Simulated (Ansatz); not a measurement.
GaP (zincblende) (r2SCAN geometry), in Ansatz:

```
Ga P
1.0
     0.00000    2.72540    2.72540
     2.72540    0.00000    2.72540
     2.72540    2.72540    0.00000
Ga P
1 1
Direct
  0.00000 0.00000 0.00000
  0.25000 0.25000 0.25000
```

G0W0@PBE with 152 empty bands, a screening cutoff of 140 eV and a 4×4×4 mesh (PAW, contour deformation) gives 2.087 eV over the mesh points, from a PBE gap of 1.629 eV; it sums over 161 bands with 169 plane waves in the screening and a wave cutoff of 420 eV. G0W0 values are finite-basis, finite-mesh values. The values are computed, spin-unpolarised, and not measurements.

Q: Estimate the gap with starting point HSE06.

A: 2.395 eV (+0.308 eV), from a Kohn-Sham gap of 2.304 eV.

Q: Estimate the gap with frequency model Godby-Needs pole.

A: 2.053 eV (-0.034 eV), from a Kohn-Sham gap of 1.629 eV.

With a shallow d shell on the cation, G0W0 converges slowly in bands and cutoff, so these values are in doubt.
